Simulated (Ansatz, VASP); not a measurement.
# Pd: VASP beside Ansatz

File INCAR:

```
SYSTEM = Pd
  PREC = Accurate
  ENCUT = 520
  EDIFF = 1E-6
  ISMEAR = 0
  SIGMA = 0.1
  LREAL = .False.
  LASPH = .True.
  NELM = 60
  ALGO = Fast
  ISIF = 2
  LWAVE = .False.
  LCHARG = .True.
  GGA = PE
  LELF = .True.
  LVHAR = .True.
  NBANDS = 11
```

Contents of KPOINTS:

```
Automatic mesh
0
Gamma
  20 20 20
  0 0 0
```

The input POSCAR:

```
Pd
1.0
   -1.4967314851      1.4967314851      1.4967314851
    1.4967314851     -1.4967314851      1.4967314851
    1.4967314851      1.4967314851     -1.4967314851
Pd
1
Direct
    0.0000000000      0.0000000000      0.0000000000
```

Input for Ansatz:

```yaml
crystal:
  lattice:
    - [-1.4967314851, 1.4967314851, 1.4967314851]
    - [1.4967314851, -1.4967314851, 1.4967314851]
    - [1.4967314851, 1.4967314851, -1.4967314851]
  atoms:
    - { symbol: Pd, position: [0.0, 0.0, 0.0] }
basis:
  ecutwfc: 420
kpoints:
  mp_grid: { grid: [20, 20, 20] }
hamiltonian:
  xc: pbe
scf:
  occupations: { method: gaussian, width: 0.1 }
output:
  forces: true
  stress: true
  eigenvalues: true
  write_density: true
  write_potential: true
  elf: true
  volumetric_format: npy
```

Alike in both runs: task single point; functional PBE; k mesh 20 × 20 × 20; occupations gaussian, width 0.1 eV; no spin polarisation.

|  | VASP | Ansatz |
| --- | --- | --- |
| version | VASP 6.6.1 | Ansatz 0.2.0 |
| potentials or method | VASP PAW PBE potentials, release 64 (Pd) | scalar-relativistic, plane waves, PAW |
| plane-wave cutoff (eV) | 520 | 420 |
| valence electrons in the cell | 10 | 18 |

VASP gave:

```
gap on the k mesh at the Fermi level (eV) : none
pressure (GPa)                            : 33.3
```

What did Ansatz give for the same quantities?

gap on the k mesh at the Fermi level (eV): none; pressure (GPa): 33.9.

A gap of «none» marks a metal or a gap that the smearing closes. The two sets of potentials don't hold the same shells in valence.

Caveats: so large a pressure means that the cell lies far from this level's equilibrium, or that cutoff or potentials fall short (VASP).
